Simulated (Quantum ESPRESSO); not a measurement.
Au in Quantum ESPRESSO: the effect of functional

Au:

```
CELL_PARAMETERS angstrom
2.74841 0.00000 0.00000
0.00000 2.74841 0.00000
0.00000 0.00000 2.74841
ATOMIC_POSITIONS crystal
Au 0.50000 0.50000 0.50000
```

The cell was built by a generator and needn't be a form met in nature.

Alike in all runs:

```yaml
Program: Quantum ESPRESSO 7.5
Task: phonon dispersion
Cutoff: 612 eV
Density_cutoff: 4898 eV
k_mesh: 10 × 10 × 10
Occupations: cold, width 0.2 eV
Spin: no spin polarisation
```

Each run relaxes the cell or the atoms first.

```tsv
functional	potentials or basis	relaxed volume (Å³/atom)	highest phonon frequency (cm⁻¹)
LDA	GBRV 1.5 LDA	18.92	178
PBE	GBRV 1.5 PBE	20.78	149
PBEsol	GBRV 1.5 PBEsol	?	?
```

What does the run with functional PBEsol give?

Relaxed volume 19.52 Å³/atom; highest phonon frequency 167 cm⁻¹.

Caveats: the mesh is thin for the phonons of a metal; some modes are imaginary.
